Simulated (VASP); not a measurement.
A run of VASP 6.6.1:

File INCAR:

```
ALGO     = Normal         # electronic algorithm
EDIFF    = 1E-6           # SCF threshold, eV
ENCUT    = 520            # plane-wave cutoff, eV
GGA      = PS             # functional
ISIF     = 2              # what is computed and relaxed
ISMEAR   = -1             # smearing method
LASPH    = True           # aspherical terms in the spheres
LCHARG   = True           # write CHGCAR
LELF     = True           # ELF
LREAL    = False          # projectors in reciprocal space
LVHAR    = True         
LWAVE    = False          # write WAVECAR
NBANDS   = 13             # bands
NELM     = 100            # most SCF steps
PREC     = Accurate       # precision mode
SIGMA    = 0.15           # smearing width, eV
```

Contents of KPOINTS:

```
k-points
0
Gamma
  7 7 7
```

Contents of POSCAR:

```
Sn
1.0
   -1.8946500000      1.8946500000      1.8946500000
    1.8946500000     -1.8946500000      1.8946500000
    1.8946500000      1.8946500000     -1.8946500000
Sn
1
Direct
    0.0000000000      0.0000000000      0.0000000000
```

Potentials or basis: VASP PAW PBE potentials, release 64 (Sn_d).

Run with:

```bash
$ cat potpaw_PBE.64/Sn_d/POTCAR > POTCAR
$ mpirun -np 1 vasp_std > vasp.out
```

Hardware: 1 thread of AMD EPYC 9R14 (Zen 4), on a shared host.

Question: Estimate the wall time of this run.

Answer: Wall time 5.2 s on 1 thread of AMD EPYC 9R14 (Zen 4) (shared host), peak memory 0.11 GiB. Counts: scf iterations 10, k points 20.
